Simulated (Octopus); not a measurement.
# WC (Fm-3m) in Octopus: reference runs

Aim: a first look at WC with PBEsol, on the cell as given.

Program: Octopus 16.4. These are calculated values, not measurements. Logs are shortened: lines on timing, memory, paths and dates and some standing lists are left out, and cuts for length are marked.

## 1. The structure

Symmetry: Fm-3m, No. 225, cubic system. The conventional cell has a = 4.385 Å, b = 4.385 Å, c = 4.385 Å, α = 90.00°, β = 90.00°, γ = 90.00°. Around W (site symmetry m-3m) lie 6 C at 2.19 Å. C (site symmetry m-3m) is surrounded by 6 W at 2.19 Å.

Measurements of this composition are mostly on another form, of space group No. 187.

## 2. Single point, PBEsol

inp

```
CalculationMode = gs
UnitsOutput = eV_Angstrom
PeriodicDimensions = 3
ExperimentalFeatures = yes
PseudopotentialSet = pseudodojo_pbesol
%LatticeParameters
 1*angstrom | 1*angstrom | 1*angstrom
%
%LatticeVectors
 0 | 2.192684 | 2.192684
 2.192684 | 0 | 2.192684
 2.192684 | 2.192684 | 0
%
%ReducedCoordinates
 "W" | 0 | 0 | 0
 "C" | 0.5 | 0.5 | 0.5
%
%Spacing
 0.13482276*angstrom | 0.13482276*angstrom | 0.13482276*angstrom
%
DerivativesOrder = 8
%KPointsGrid
 10 | 10 | 10
%
KPointsUseSymmetries = yes
XCFunctional = gga_x_pbe_sol + gga_c_pbe_sol
SmearingFunction = fermi_dirac
Smearing = 0.05*eV
ExtraStates = 8
Eigensolver = chebyshev_filter
ConvRelDens = 3e-7
MaximumIter = 120
```

Potentials or basis: pseudodojo_pbesol (PseudoDojo 0.4, PBEsol).

Run with:

```console
OMP_NUM_THREADS=1 octopus > out.log
```

out.log:

```text
Running octopus

[... 13 lines left out ...]

Input: [AllElectronType = no]
Input: [PseudopotentialSet = pseudodojo_pbesol]
Reading Coordinates from ReducedCoordinates block

****************************** Species *******************************
  Species 'W'
    type             : pseudopotential
    file             : 'W.upf'
    file format      : UPF2
    valence charge   : 14.0
    atomic number    :  74
    form on file     : kleinman-bylander
    lmax             : 3
    llocal           : -1
    projectors per l : 2
    total projectors : 8
    application form : kleinman-bylander
    orbitals         : 10
    bound orbitals   : 10

  Species 'C'
    type             : pseudopotential
    file             : 'C.upf'
    file format      : UPF2
    valence charge   : 4.0
    atomic number    :   6
    form on file     : kleinman-bylander
    lmax             : 1
    llocal           : -1
    projectors per l : 2
    total projectors : 4
    application form : kleinman-bylander
    orbitals         :  4
    bound orbitals   :  4

**********************************************************************

***************************** Symmetries *****************************
Space group No.  225
International: Fm-3m
Schoenflies: Oh^5
Info: The system has    48 symmorphic symmetries that can be used.
  Index                Rotation matrix                      Fractional translations
    1 :     1   0   0     0   1   0     0   0   1      0.000000    0.000000    0.000000
    2 :    -1   0   0     0  -1   0     0   0  -1      0.000000    0.000000    0.000000
    3 :     1   0  -1     1   0   0     1  -1   0      0.000000    0.000000    0.000000
    4 :    -1   0   1    -1   0   0    -1   1   0      0.000000    0.000000    0.000000
    5 :     0   1  -1     1   0  -1     0   0  -1      0.000000    0.000000    0.000000
    6 :     0  -1   1    -1   0   1     0   0   1      0.000000    0.000000    0.000000
[... 40 lines left out ...]
   47 :     0   1  -1    -1   1   0     0   1   0      0.000000    0.000000    0.000000
   48 :     0  -1   1     1  -1   0     0  -1   0      0.000000    0.000000    0.000000
Info: The system also has     0 nonsymmorphic symmetries (not used for electrons).
**********************************************************************

Input: [CurvMethod = curv_affine]
Input: [DerivativesStencil = stencil_stargeneral]

****************************** Lattice *******************************
  Lattice Vectors [A]
    0.000000    2.192684    2.192684
    2.192684    0.000000    2.192684
    2.192684    2.192684    0.000000
  Cell volume =            21.0842 [A^3]
  Reciprocal-Lattice Vectors [A^-1]
   -1.432761    1.432761    1.432761
    1.432761   -1.432761    1.432761
    1.432761    1.432761   -1.432761
  Cell angles [degree]
    alpha =   60.000
    beta  =   60.000
    gamma =   60.000
**********************************************************************

Checking if the generated full k-point grid is symmetric

    47 k-points generated from parameters :
 ---------------------------------------------------
    n =   10   10   10

    s1  =  0.00  0.00  0.00

   index |      weight  |             coordinates              |
       1 |     0.001000 |    0.000000    0.000000    0.000000  |
       2 |     0.008000 |    0.100000    0.000000    0.000000  |
       3 |     0.006000 |    0.100000    0.100000    0.000000  |
       4 |     0.012000 |   -0.100000    0.100000    0.000000  |
       5 |     0.024000 |   -0.100000    0.100000    0.100000  |
       6 |     0.008000 |    0.200000    0.000000    0.000000  |
[... 39 lines left out ...]
      46 |     0.012000 |   -0.400000    0.500000    0.100000  |
      47 |     0.003000 |    0.500000    0.500000    0.000000  |

Input: [SmearingFunction = fermi_dirac]
Input: [SymmetrizeDensity = yes]

******************************* States *******************************
Total electronic charge  =       18.000
Number of states         =       17
States block-size        =        4
**********************************************************************
[... 5 lines left out ...]
Simulation Box:
  Type = parallelepiped
  Lengths [A] = (   3.101,   3.101,   3.101)
Main mesh:
  Spacing [A] = ( 0.135, 0.135, 0.135)    volume/point [A^3] =      0.00173
  # inner mesh =      12167
  # total mesh =      47007
  Grid Cutoff [eV] =  2068.693843    Grid Cutoff [Ry] =   152.046206
**********************************************************************

Input: [StatesPack = yes]
Input: [StatesOrthogonalization = cholesky_serial]

**************************** Theory Level ****************************
Input: [TheoryLevel = kohn_sham]

Exchange-correlation:
  Exchange
    Perdew, Burke & Ernzerhof SOL (GGA)
    [1] J. P. Perdew, A. Ruzsinszky, G. I. Csonka, O. A. Vydrov, G. E. Scuseria, L. A. Constantin, X. Zhou, and K. Burke.,  Phys. Rev. Lett. 100, 136406 (2008)
  Correlation
    Perdew, Burke & Ernzerhof SOL (GGA)
    [1] J. P. Perdew, A. Ruzsinszky, G. I. Csonka, O. A. Vydrov, G. E. Scuseria, L. A. Constantin, X. Zhou, and K. Burke.,  Phys. Rev. Lett. 100, 136406 (2008)

**********************************************************************
[... 5 lines left out ...]
**********************************************************************

Info: FFT grid dimensions       = 23 x 23 x 23
      Total grid size           = 12167 (      0.1 MiB )
      Inefficient FFT grid. A better grid would be: 24 24 24
Input: [FilterPotentials = filter_TS]
Info: Pseudopotential for W
  Radii for localized parts:
    local part     =  1.3 A
    non-local part =  1.5 A
    orbitals       =  5.6 A

Info: Pseudopotential for C
  Radii for localized parts:
    local part     =  1.1 A
    non-local part =  1.0 A
    orbitals       =  4.8 A

Input: [RelativisticCorrection = non_relativistic]
[... 11 lines left out ...]
      Block       2 contains       4 states:       5 -       8
      Block       3 contains       4 states:       9 -      12
      Block       4 contains       4 states:      13 -      16
      Block       5 contains       1 states:      17 -      17
Info: Ground-state allocation done.
Info: Could not find 'restart/gs' directory for restart.
[... 18 lines left out ...]
** Warning:
**   Cannot do LCAO for all states because there are not enough atomic orbitals.
**   Required: 17. Available: 14. 3 orbitals will be randomized.

Info: Unnormalized total charge =     17.993734
Info: Renormalized total charge =     18.000000

** Warning:
**   Symmetrization discrepancy ratio (scalar) =  1.97752E-04

Info: Setting up Hamiltonian.
Info: Performing initial LCAO calculation with     14 orbitals.
Info: Getting Hamiltonian matrix elements.

Eigenvalues [eV]
 #st  Spin   Eigenvalue      Occupation
#k =       1, k = (  0.000000,  0.000000,  0.000000)
   1   --   -60.334897       2.000000
   2   --   -24.547755       2.000000
   3   --   -24.547740       2.000000
   4   --   -24.547740       2.000000
   5   --    -3.428908       2.000000
   6   --    10.877190       2.000000
   7   --    10.877190       2.000000
   8   --    10.877514       2.000000
   9   --    11.461121       2.000000
  10   --    11.461121       2.000000
  11   --    11.461155       2.000000
  12   --    13.283167       2.000000
  13   --    13.283167       2.000000
  14   --    19.829263       0.000000
#k =       2, k = (  0.100000,  0.000000,  0.000000)
   1   --   -60.314330       2.000000
   2   --   -24.538994       2.000000
   3   --   -24.538982       2.000000
   4   --   -24.482824       2.000000
   5   --    -3.130749       2.000000
   6   --    10.252417       2.000000
   7   --    10.252613       2.000000
   8   --    10.345818       2.000000
   9   --    11.937487       2.000000
  10   --    11.937563       2.000000
  11   --    12.549639       2.000000
  12   --    14.433783       2.000000
  13   --    14.433828       2.000000
  14   --    20.402048       0.000000
[... 45 further k-points ...]
Fermi energy =    17.337177 eV
Generating random wavefunctions for states       15 and above
Orthogonalizing wavefunctions.
Info: Ground-state restart information will be written to 'restart/gs'.
Info: SCF using complex wavefunctions.
Info: Starting SCF iteration.

** Warning:
**   Symmetrization discrepancy ratio (scalar) =  3.50786E-02

*********************** SCF CYCLE ITER #    1 ************************
 etot  = -2.19740463E+03 abs_ev   =  5.11E+01 rel_ev   =  2.46E-01
 ediff =        8.08E+01 abs_dens =  2.27E+00 rel_dens =  1.26E-01
Matrix vector products: 1175
Converged eigenvectors: 0

#  State  KPoint  Eigenvalue [eV]  Occupation    Error
      1       1      -60.337597    2.000000   ( 2.1E-06)
      1       2      -60.333685    2.000000   ( 1.3E-05)
      1       3      -60.332381    2.000000   ( 1.2E-05)
      1       4      -60.327658    2.000000   ( 1.8E-05)
      1       5      -60.324239    2.000000   ( 2.0E-05)
      1       6      -60.323431    2.000000   ( 1.3E-05)
      1      10      -60.318705    2.000000   ( 1.7E-05)
      1       7      -60.316585    2.000000   ( 6.5E-06)

  [output of 420 eigenvalues skipped: maximum error = 4.2E-02]
[... 21 lines left out ...]
     17      23       34.671010    0.000000   ( 2.1E-01)
     16       3       34.855465    0.000000   ( 1.0E-01)
     16       2       35.474922    0.000000   ( 1.1E-01)
     17       4       35.940533    0.000000   ( 1.1E-01)
     17       2       36.099242    0.000000   ( 1.4E-01)
     17       3       36.906752    0.000000   ( 1.5E-01)
     16       1       37.990940    0.000000   ( 1.3E-01)
     17       1       39.044653    0.000000   ( 1.1E-01)

Density of states:

-------------------------%--------------------------------------------
-------------------------%--------------------------------------------
-------------------------%--------------------------------------------
-------------------------%--------------------------------------------
-------------------------%---------------------%----------------------
-------------------------%---------------------%-----%----------------
%------------------------%--------------------%%----%%----------------
%-----------------------%%--------------------%%----%%-%%---%---------
%-----------------------%%---------------%%--%%%---%%%%%%%%%%%%%------
%-----------------------%%---------------%%--%%%%%%%%%%%%%%%%%%%%%----
                                                   ^

Fermi energy =    13.614043 eV

**********************************************************************

*********************** SCF CYCLE ITER #    2 ************************
 etot  = -2.22677955E+03 abs_ev   =  8.76E+00 rel_ev   =  4.04E-02
 ediff =        1.08E+00 abs_dens =  1.47E+00 rel_dens =  8.16E-02
Matrix vector products: 1175
Converged eigenvectors: 0
[... 163 lines left out ...]
*********************** SCF CYCLE ITER #   16 ************************
 etot  = -2.22645120E+03 abs_ev   =  2.11E-05 rel_ev   =  9.73E-08
 ediff =        8.06E-07 abs_dens =  1.18E-06 rel_dens =  6.58E-08
Matrix vector products: 1175
Converged eigenvectors: 0

#  State  KPoint  Eigenvalue [eV]  Occupation    Error
      1       1      -62.263596    2.000000   ( 2.6E-07)
      1       2      -62.260078    2.000000   ( 2.6E-07)
      1       3      -62.258904    2.000000   ( 2.6E-07)
      1       4      -62.254657    2.000000   ( 2.6E-07)
      1       5      -62.251583    2.000000   ( 2.5E-07)
      1       6      -62.250856    2.000000   ( 2.5E-07)
      1      10      -62.246605    2.000000   ( 2.5E-07)
      1       7      -62.244700    2.000000   ( 2.5E-07)

  [output of 419 eigenvalues skipped: maximum error = 2.6E-07]
[... 21 lines left out ...]
     17       7       31.836377    0.000000   ( 5.2E-02)
     17       4       33.062406    0.000000   ( 1.9E-02)
     16       3       33.567492    0.000000   ( 8.0E-03)
     17       3       33.598812    0.000000   ( 3.4E-02)
     16       2       33.891420    0.000000   ( 2.1E-02)
     17       2       34.794776    0.000000   ( 2.4E-02)
     16       1       36.342562    0.000000   ( 2.0E-02)
     17       1       36.379192    0.000000   ( 5.2E-02)

Density of states:

-------------------------%--------------------------------------------
-------------------------%--------------------------------------------
-------------------------%--------------------------------------------
-------------------------%--------------------------------------------
-------------------------%--------------------------------------------
-------------------------%----------------------------%---------------
-------------------------%-----------------------%----%---------------
%------------------------%----------------------%%---%%------%%-------
%------------------------%------------------%--%%%--%%%--%%%-%%%%-----
%------------------------%-----------------%%--%%%%%%%%%%%%%%%%%%-----
                                                     ^

Fermi energy =    13.179843 eV

**********************************************************************

Info: SCF converged in   16 iterations

** Warning:
**   Some of the states are not fully converged!

Info: Number of matrix-vector products:      18800
Info: Finished writing information to 'restart/gs'.

Octopus emitted 20 warnings.
```

Run time: 9.4 min. Hardware: 1 thread of Intel Xeon Platinum 8259CL at 2.50GHz (Skylake/Cascade Lake), shared host; peak memory 0.71 GiB.

Results:

```
Free energy            : -2226.4577 eV
Band gap on the k mesh : none (metal or under the smearing width)
```

Spin-orbit coupling is left out, which matters for the levels of W.
